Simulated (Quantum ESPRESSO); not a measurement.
C:

```
C
1.0
     1.23319    0.71198    8.28262
    -1.23319    0.71198    8.28262
     0.00000   -1.42396    8.28262
C
4
Cartesian
  0.0000 0.0000 2.1661
  0.0000 0.0000 18.7315
  0.0000 0.0000 6.1163
  0.0000 0.0000 22.6818
```

This isn't the form of C at room conditions, which is graphite.

Base run:

- Program: Quantum ESPRESSO 7.5
- Functional: PBE
- Potentials or basis: SSSP 1.3 efficiency PBE
- Cutoff: 748 eV
- Density cutoff: 5987 eV
- k mesh: 12 × 12 × 12
- Occupations: fermi-dirac, width 0.05 eV
- Spin: no spin polarisation

Its results: band gap on the k mesh 0.18 eV, direct; pressure 0.2 GPa; largest force 0.013 eV/Å.

Q: The run is repeated on the same cell with these changes: potentials or basis from SSSP 1.3 efficiency PBE to PseudoDojo 0.4 SR PBE stringent; cutoff from 748 eV to 1116 eV; density cutoff from 5987 eV to 4463 eV; k mesh from 12 × 12 × 12 to 4 × 4 × 4. What comes out?

A: Band gap on the k mesh 3.67 eV, direct; pressure -0.5 GPa; largest force 0.016 eV/Å.

Caveats: some runs use coarse meshes.

A k mesh can miss the band edges.
